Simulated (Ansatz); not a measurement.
## Trigonal deformation path in SrCl$_{2}$

All numbers below come from DFT r2SCAN, scalar-relativistic, plane waves, PAW (Ansatz). Cutoff 500 eV, Γ-centred 6×6×6 k-points, Gaussian smearing of 0.05 eV. No spin polarisation. Energies are free energies at this smearing, counted from the undisturbed cell; pressure is positive in compression.

The starting cell (as given, not relaxed at this level; it stands at 0.4 GPa, and it needn't be the usual structure):

```yaml
crystal:
  lattice:
    - [0.00000, 3.48550, 3.48550]
    - [3.48550, 0.00000, 3.48550]
    - [3.48550, 3.48550, 0.00000]
  atoms:
    - { symbol: Sr, position: [0.00000, 0.00000, 0.00000] }
    - { symbol: Cl, position: [0.25000, 0.25000, 0.25000] }
    - { symbol: Cl, position: [0.75000, 0.75000, 0.75000] }
```

At fixed volume and fractional coordinates, lengths along (0.577, 0.577, 0.577) are scaled against those across it; ρ is that ratio over its starting value.

```tsv
ρ	ΔE (meV/atom)
0.500	4737.8
0.600	1812.6
0.710	556.2
0.850	79.2
0.930	12.3
1.000	0.0
1.080	9.0
1.200	37.1
1.410	86.6
1.700	154.4
2.000	247.8
```

Task: Predict the gap on the mesh (eV) at each point.

Result:
| ρ | gap on the mesh (eV) |
| --- | --- |
| 0.500 | 0.75 |
| 0.600 | 4.09 |
| 0.710 | 5.70 |
| 0.850 | 5.98 |
| 0.930 | 5.98 |
| 1.000 | 5.98 |
| 1.080 | 5.99 |
| 1.200 | 6.08 |
| 1.410 | 6.16 |
| 1.700 | 6.03 |
| 2.000 | 5.83 |